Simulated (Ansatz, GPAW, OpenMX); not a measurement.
**TiNi: 4 runs at one level of theory**

```
Ni Ti
1.0
     2.98807    0.00000    0.00000
     0.00000    2.98807    0.00000
     0.00000    0.00000    2.98807
Ni Ti
1 1
Direct
  0.00000 0.00000 0.00000
  0.50000 0.50000 0.50000
```

The cell comes from a database or a generator and needn't be the stable form of this composition.

Alike in all runs: task band structure; functional LDA; k mesh 9 × 9 × 9; occupations fermi-dirac, width 0.05 eV; collinear spin, ferromagnetic start; no spin-orbit coupling. LDA stands for any of its common fits. Pressure is positive in compression and, in plane waves, holds the error of the finite cutoff, which Ansatz's Pulay term estimates and takes out.

| program and potentials | plane-wave cutoff (eV) | notes | pressure (GPa) | net moment per atom (μB) |
| --- | --- | --- | --- | --- |
| Ansatz, Ansatz PAW | 420 | potentials made for PBE, which Ansatz adapts in part; 15 valence electrons an atom on average; Pulay term of +0.08 GPa included | -8.73 | 0.00 |
| OpenMX, OpenMX 2013 LDA set, Ni6.0H-s3p2d2, Ti7.0-s3p2d2, grid cutoff 500 Ry | - | atomic basis; 15 valence electrons an atom on average | -9.42 | 0.00 |
| Ansatz, all-electron LAPW, scalar-relativistic | - | - | -8.78 | 0.00 |
| GPAW, the program's PAW data sets (release 1.2.1) made for this functional | 600 | 14 valence electrons an atom on average; this data set often lies off other programs | -8.48 | 0.00 |

The pressure spans -9.42 (OpenMX, OpenMX 2013 LDA set, Ni6.0H-s3p2d2, Ti7.0-s3p2d2, grid cutoff 500 Ry) to -8.48 GPa (GPAW, the program's PAW data sets (release 1.2.1) made for this functional), with all-electron results at -8.78. All agree on the net moment per atom. The state is the one that the start led to, which needn't be the lowest. Rows in atomic bases carry the error of their basis and grid, which can be large.

The functional is the same throughout but for its coding, so the spread measures potentials, basis and numerics; runs on potential files found faulty are left out.
